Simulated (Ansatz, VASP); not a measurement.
## Si in VASP and in Ansatz

INCAR

```
SYSTEM = Si
ALGO = Normal ; EDIFF = 1E-7
ENCUT = 520 ; GGA = PE
ISIF = 2 ; ISMEAR = 0
LASPH = .True. ; LCHARG = .False.
LREAL = .False. ; LWAVE = .False.
NELM = 80 ; PREC = Accurate
SIGMA = 0.025
```

The input KPOINTS:

```
k-points
0
Gamma
  8 8 8
  0 0 0
```

Contents of POSCAR:

```
Si
1.0
    0.0000000000      2.7218511865      2.7218511865
    2.7218511865      0.0000000000      2.7218511865
    2.7218511865      2.7218511865      0.0000000000
Si
2
Direct
    0.5000000000      0.5000000000      0.5000000000
    0.7500000000      0.7500000000      0.7500000000
```

Contents of input.yaml:

```yaml
crystal:
  lattice:
    - [0.0, 2.7218511865, 2.7218511865]
    - [2.7218511865, 0.0, 2.7218511865]
    - [2.7218511865, 2.7218511865, 0.0]
  atoms:
    - { symbol: Si, position: [0.5, 0.5, 0.5] }
    - { symbol: Si, position: [0.75, 0.75, 0.75] }
hamiltonian:
  xc: pbe
  pseudopotentials: { kind: paw }
kpoints:
  mp_grid: { grid: [8, 8, 8] }
scf:
  occupations: { method: gaussian, width: 0.025 }
output:
  forces: true
  stress: true
  eigenvalues: true
```

Alike in both runs: task single point; functional PBE; k mesh 8 × 8 × 8; occupations gaussian, width 0.025 eV; no spin polarisation.

|  | VASP | Ansatz |
| --- | --- | --- |
| version | VASP 6.6.1 | Ansatz 0.2.0 |
| potentials or method | VASP PAW PBE potentials, release 64 (Si) | Ansatz PAW |
| plane-wave cutoff (eV) | 520 | 420 |
| valence electrons in the cell | 8 | 8 |

```tsv
	VASP	Ansatz	Ansatz less VASP
gap on the k mesh at the Fermi level (eV)	0.63	0.63	-0.003
least direct gap on the mesh (eV)	2.56	2.56	-0.005
pressure (GPa)	1.3	1.3	+0.08
```

A k mesh can miss the band edges. As with any semilocal functional, this PBE gap is likely too small.
